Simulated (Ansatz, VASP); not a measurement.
C: VASP beside Ansatz

```xyz
2
Lattice="1.2633 0.7294 3.4450 -1.2633 0.7294 3.4450 0.0000 -1.4587 3.4450" Properties=species:S:1:pos:R:3 pbc="T T T"
C     0.0000    0.0000    1.6633
C     0.0000    0.0000    8.6716
```

Change from the starting cell: mode 4 frozen in at -0.057 Å, equal normal strain along x, y and z +0.0250.

Alike in both runs: task single point; functional PBE; dispersion D3(BJ); k mesh 15 × 15 × 15; occupations gaussian, width 0.05 eV; no spin polarisation.

```csv
,VASP,Ansatz
version,VASP 6.6.1,Ansatz 0.2.0
potentials or method,"VASP PAW PBE potentials, release 64 (C)","scalar-relativistic, plane waves, PAW"
plane-wave cutoff (eV),520,520
valence electrons in the cell,8,8
```

|  | VASP | Ansatz | Ansatz less VASP |
| --- | --- | --- | --- |
| gap on the k mesh at the Fermi level (eV) | 0.76 | 0.76 | 0.000 |
| least direct gap on the mesh (eV) | 0.76 | 0.76 | 0.000 |
| pressure (GPa) | -18.9 | -19.2 | -0.38 |
| largest component of the traceless stress (GPa) | 16.06 | 16.50 | +0.440 |
| rms of the force components (eV/Å) | 1.113 | 1.117 | +0.0043 |

Atom by atom the forces differ by 0.004 eV/Å (rms over components).

Caveats: so large a pressure means that the cell lies far from this level's equilibrium, or that cutoff or potentials fall short (VASP); an odd mesh through Γ misses points on the zone boundary, where band edges often lie; forces of over 1 eV/Å show positions far from the minimum, so gaps and moduli don't describe the material at rest.
